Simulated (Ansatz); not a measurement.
# Bismuth, diamond under LDA: structure, energy and stiffness, part 2 of 2

What does LDA give for bismuth in the diamond structure? We relax it, solve it on a dense k-mesh, switch on spin-orbit coupling, then scale the cell to 7 volumes from 88 to 112 % of the relaxed one and try a fit of the equation of state. The k-meshes are 8×8×8 for the relaxation; 13×13×13 for the dense run; 8×8×8 for spin-orbit coupling; 9×9×9 for the volumes.

Ansatz 0.2.0; DFT, LDA (PW92), plane waves (420 eV) with PAW, scalar-relativistic.

## (8) Equation of state: 100 %

input.yaml reads:

```yaml
crystal:
  lattice:
    - [0.0, 3.5544524149, 3.5544524149]
    - [3.5544524149, 0.0, 3.5544524149]
    - [3.5544524149, 3.5544524149, 0.0]
  atoms:
    - { symbol: Bi, position: [0.125, 0.125, 0.125] }
    - { symbol: Bi, position: [0.875, 0.875, 0.875] }
hamiltonian:
  xc: lda
  pseudopotentials:
    kind: paw
    azcp:
      Bi: "pseudopotentials/Bi.paw.azcp"
basis:
  ecutwfc: 420
  fft_grid_basis: typed
kpoints:
  mp_grid: { grid: [9, 9, 9], shift: [0, 0, 0] }
magnetization:
  spin_polarized: false
scf:
  occupations: { method: fermi_dirac, width: 0.1 }
  lower_state_search: "off"
output:
  stress: true
```

The run is started by

```
ansatz run input.yaml --threads 2 --pin off --max-ram 5120MiB --backend cpu --events-out ev --progress --plain --runs-dir out
```

The program printed, shortened:

```text
Warning: <dir> the record states the generating functional pbe (its physics header spells it `PBE`), which answers neither for hamiltonian.xc's functional nor for the lda family's — results may be inconsistent (PPs are generated against a specific XC)
Warning: RAYON_NUM_THREADS=2 ignored (pool sized by the plan → 2); use --threads N
[...]
Pseudopotentials: kind: paw
Pseudopotential: Bi, paw, valence charge 15, recommended cutoff 420 eV (normal), <dir>
Functional definition: SPW92
[...]
Crystal: 2 atoms, lattice volume = 89.815 Å³
Basis set: ecut = 420 eV, 1807 PW (Γ)
Bands: 19, of which v1, the nominal top of the filled ones, is band 15 counted from 1 (14 counted from 0)
Symmetry: 48 space group operations
Space group: Fd-3m (ITA 227), of the structure as read, at distance tolerance 4.5e-5 Å
k-points: 35 of 729
[...]
SCF iter   1: F=—  HF=-24171.152698 eV  |F-HF|=—  |Δ(HF+E_count)|=         —  Δρ=2.72e-3  dr2=3.83e-3  ethr=1.77e-3  ⟨swp⟩=5.9  Hψ=3426  notcnv=0
[...]
SCF iter   6: F=-24171.151854 eV  HF=-24171.151854 eV  |F-HF|=2.07e-10  |Δ(HF+E_count)|=   1.89e-8  Δρ=9.00e-7  dr2=9.02e-10  ethr=2.61e-10  ⟨swp⟩=3.7  Hψ=2433  notcnv=0
[...]
SCF converged after 6 iterations
Free energy (F): -24171.151854 eV
[...]
E sigma→0 (E₀):  -24171.132118 eV
Entropy (-TS):   -0.039472 eV (-19.736 meV/atom)
Fermi energy:    6.432817 eV
[...]
--- Stress (GPa, compression-positive) ---
       -0.092690       0.000000       0.000000
        0.000000      -0.092690      -0.000000
       -0.000000      -0.000000      -0.092690
  P = ⅓ Tr σ = -0.0927 GPa (-0.927 kbar)
```

It took 1.7 s on 2 threads of Arm Neoverse V1, shared host; peak memory 0.34 GiB.

## (9) Equation of state: 104 %

input.yaml, as its differences from that of step 8:

```diff
@@ -2,5 +2,5 @@
   lattice:
-    - [0.0, 3.5544524149, 3.5544524149]
-    - [3.5544524149, 0.0, 3.5544524149]
-    - [3.5544524149, 3.5544524149, 0.0]
+    - [0.0, 3.6012268896, 3.6012268896]
+    - [3.6012268896, 0.0, 3.6012268896]
+    - [3.6012268896, 3.6012268896, 0.0]
   atoms:
```

The run is started by

```
ansatz run input.yaml --threads 2 --pin off --max-ram 5120MiB --backend cpu --events-out ev --progress --plain --runs-dir out
```

The program printed, shortened:

```text
Warning: <dir> the record states the generating functional pbe (its physics header spells it `PBE`), which answers neither for hamiltonian.xc's functional nor for the lda family's — results may be inconsistent (PPs are generated against a specific XC)
Warning: RAYON_NUM_THREADS=2 ignored (pool sized by the plan → 2); use --threads N
[...]
[... 3 set-up lines as earlier in the session ...]
[...]
Crystal: 2 atoms, lattice volume = 93.407 Å³
Basis set: ecut = 420 eV, 1837 PW (Γ)
Bands: 19, of which v1, the nominal top of the filled ones, is band 15 counted from 1 (14 counted from 0)
[... 2 set-up lines as earlier in the session ...]
k-points: 35 of 729
[...]
SCF iter   1: F=—  HF=-24171.136334 eV  |F-HF|=—  |Δ(HF+E_count)|=         —  Δρ=2.65e-3  dr2=4.00e-3  ethr=1.77e-3  ⟨swp⟩=5.9  Hψ=3444  notcnv=0
[...]
SCF iter   7: F=-24171.135281 eV  HF=-24171.135281 eV  |F-HF|=1.14e-8  |Δ(HF+E_count)|=   2.38e-7  Δρ=2.46e-6  dr2=6.93e-9  ethr=3.33e-10  ⟨swp⟩=4.8  Hψ=2098  notcnv=0
[...]
SCF converged after 7 iterations
Free energy (F): -24171.135281 eV
[...]
E sigma→0 (E₀):  -24171.116153 eV
Entropy (-TS):   -0.038257 eV (-19.129 meV/atom)
Fermi energy:    5.984579 eV
[...]
--- Stress (GPa, compression-positive) ---
       -1.341328      -0.000000       0.000000
       -0.000000      -1.341328       0.000000
        0.000000      -0.000000      -1.341328
  P = ⅓ Tr σ = -1.3413 GPa (-13.413 kbar)
```

Wall time 1.8 s (2 threads of Arm Neoverse V1, shared host); peak memory 0.34 GiB.

## (10) Equation of state: 108 %

input.yaml, as its differences from that of step 9:

```diff
@@ -2,5 +2,5 @@
   lattice:
-    - [0.0, 3.6012268896, 3.6012268896]
-    - [3.6012268896, 0.0, 3.6012268896]
-    - [3.6012268896, 3.6012268896, 0.0]
+    - [0.0, 3.6468168798, 3.6468168798]
+    - [3.6468168798, 0.0, 3.6468168798]
+    - [3.6468168798, 3.6468168798, 0.0]
   atoms:
@@ -26 +26,5 @@
   stress: true
+  write_density: true
+  write_potential: true
+  elf: true
+  volumetric_format: npy
```

The run is started by

```
ansatz run input.yaml --threads 2 --pin off --max-ram 5120MiB --backend cpu --events-out ev --progress --plain --runs-dir out
```

The program printed, shortened:

```text
Warning: <dir> the record states the generating functional pbe (its physics header spells it `PBE`), which answers neither for hamiltonian.xc's functional nor for the lda family's — results may be inconsistent (PPs are generated against a specific XC)
Warning: RAYON_NUM_THREADS=2 ignored (pool sized by the plan → 2); use --threads N
[...]
[... 3 set-up lines as earlier in the session ...]
[...]
Crystal: 2 atoms, lattice volume = 97.000 Å³
Basis set: ecut = 420 eV, 1917 PW (Γ)
Bands: 19, of which v1, the nominal top of the filled ones, is band 15 counted from 1 (14 counted from 0)
[... 1 set-up line as earlier in the session ...]
Space group: Fd-3m (ITA 227), of the structure as read, at distance tolerance 4.6e-5 Å
k-points: 35 of 729
[...]
SCF iter   1: F=—  HF=-24171.094340 eV  |F-HF|=—  |Δ(HF+E_count)|=         —  Δρ=2.61e-3  dr2=4.09e-3  ethr=1.77e-3  ⟨swp⟩=6.0  Hψ=3468  notcnv=0
[...]
SCF iter   6: F=-24171.093527 eV  HF=-24171.093527 eV  |F-HF|=3.90e-9  |Δ(HF+E_count)|=   1.71e-8  Δρ=2.26e-6  dr2=5.08e-9  ethr=2.22e-10  ⟨swp⟩=7.7  Hψ=5119  notcnv=0
[...]
SCF converged after 6 iterations
Free energy (F): -24171.093527 eV
[...]
E sigma→0 (E₀):  -24171.074819 eV
Entropy (-TS):   -0.037417 eV (-18.708 meV/atom)
Fermi energy:    5.569390 eV
[...]
--- Stress (GPa, compression-positive) ---
       -2.346526       0.000000       0.000000
       -0.000000      -2.346526       0.000000
       -0.000000       0.000000      -2.346526
  P = ⅓ Tr σ = -2.3465 GPa (-23.465 kbar)
--- Band table (eV; the first three rows and the last of 35) ---
  k-point 0: bands = ["-17.0524", "-17.0524", "-17.0524", "-17.0110", "-17.0110", "-16.8533", "-16.8533", "-16.8421", "-16.8421", "-16.8421", "-6.8004", "-2.3569", "4.3515", "4.3515", "4.3515", "6.4934", "6.4934", "6.4934", "8.8220"]
[...]
```

Run time: 2.5 s. Hardware: 2 threads of Arm Neoverse V1, shared host; peak memory 0.35 GiB.

## (11) Equation of state: 112 %

input.yaml, as its differences from that of step 10:

```diff
@@ -2,5 +2,5 @@
   lattice:
-    - [0.0, 3.6468168798, 3.6468168798]
-    - [3.6468168798, 0.0, 3.6468168798]
-    - [3.6468168798, 3.6468168798, 0.0]
+    - [0.0, 3.6912946399, 3.6912946399]
+    - [3.6912946399, 0.0, 3.6912946399]
+    - [3.6912946399, 3.6912946399, 0.0]
   atoms:
@@ -26,5 +26 @@
   stress: true
-  write_density: true
-  write_potential: true
-  elf: true
-  volumetric_format: npy
```

The run is started by

```
ansatz run input.yaml --threads 2 --pin off --max-ram 5120MiB --backend cpu --events-out ev --progress --plain --runs-dir out
```

The program printed, shortened:

```text
Warning: <dir> the record states the generating functional pbe (its physics header spells it `PBE`), which answers neither for hamiltonian.xc's functional nor for the lda family's — results may be inconsistent (PPs are generated against a specific XC)
Warning: RAYON_NUM_THREADS=2 ignored (pool sized by the plan → 2); use --threads N
[...]
[... 3 set-up lines as earlier in the session ...]
[...]
Crystal: 2 atoms, lattice volume = 100.593 Å³
Basis set: ecut = 420 eV, 1989 PW (Γ)
Bands: 19, of which v1, the nominal top of the filled ones, is band 15 counted from 1 (14 counted from 0)
[... 1 set-up line as earlier in the session ...]
Space group: Fd-3m (ITA 227), of the structure as read, at distance tolerance 4.7e-5 Å
k-points: 35 of 729
[...]
SCF iter   1: F=—  HF=-24171.032613 eV  |F-HF|=—  |Δ(HF+E_count)|=         —  Δρ=2.49e-3  dr2=3.94e-3  ethr=1.77e-3  ⟨swp⟩=6.0  Hψ=3482  notcnv=0
[...]
SCF iter   6: F=-24171.031527 eV  HF=-24171.031527 eV  |F-HF|=2.66e-10  |Δ(HF+E_count)|=   2.02e-8  Δρ=8.75e-7  dr2=7.16e-10  ethr=1.76e-10  ⟨swp⟩=2.8  Hψ=2574  notcnv=0
[...]
SCF converged after 6 iterations
Free energy (F): -24171.031527 eV
[...]
E sigma→0 (E₀):  -24171.013079 eV
Entropy (-TS):   -0.036895 eV (-18.447 meV/atom)
Fermi energy:    5.183450 eV
[...]
--- Stress (GPa, compression-positive) ---
       -3.154077       0.000000       0.000000
        0.000000      -3.154077       0.000000
       -0.000000      -0.000000      -3.154077
  P = ⅓ Tr σ = -3.1541 GPa (-31.541 kbar)
```

Run time: 1.8 s. Hardware: 2 threads of Arm Neoverse V1, shared host; peak memory 0.34 GiB.

## (12) Energy and pressure against volume

All volumes keep the relaxed shape and fractional coordinates.

```csv
V (Å³/atom),E − E₀ (meV/atom),P from the stress (GPa),P from the fit (GPa)
39.519,86.4,5.77,5.84
41.315,35.0,3.38,3.43
43.111,7.7,1.46,1.50
44.907,0.0,-0.09,-0.06
46.704,8.0,-1.34,-1.32
48.500,28.7,-2.35,-2.33
50.296,59.5,-3.15,-3.15
```

A third-order Birch-Murnaghan fit gives V₀ = 44.830 Å³/atom, B₀ = 35 GPa and B₀′ = 4.4; it misses no point by more than 0.02 meV/atom.

## (13) Outcome

This closing draws on all 2 parts.

```
                      quantity                               value
space group (spins left aside)                     Fd-3m (No. 227)
             conventional cell                         a = 7.109 Å
                        volume                      44.907 Å³/atom
             shortest distance                             3.078 Å
               gap on the mesh        none (levels filled in part)
   relative to A7 rhombohedral                       +290 meV/atom
 highest ELF outside the cores  0.46, 1.54 Å from the nearest atom
                   V₀, B₀, B₀′         44.830 Å³/atom, 35 GPa, 4.4
```

What this shows: From the guessed start the volume grew by 4.4 % in 4 steps. It lies 290 meV/atom above the element's reference form at the same level (A7 rhombohedral, from a run of its own), so it is far from stable. Levels at the Fermi energy are filled in part, as in a metal. The total energy of the spin-orbit run lies -40.0 eV/atom from the scalar one, but the two kinds of run don't share a zero of energy: only differences within one kind count. B₀ comes out at 35 GPa. The symmetry was held, so the structure may be unstable against distortions that break it.
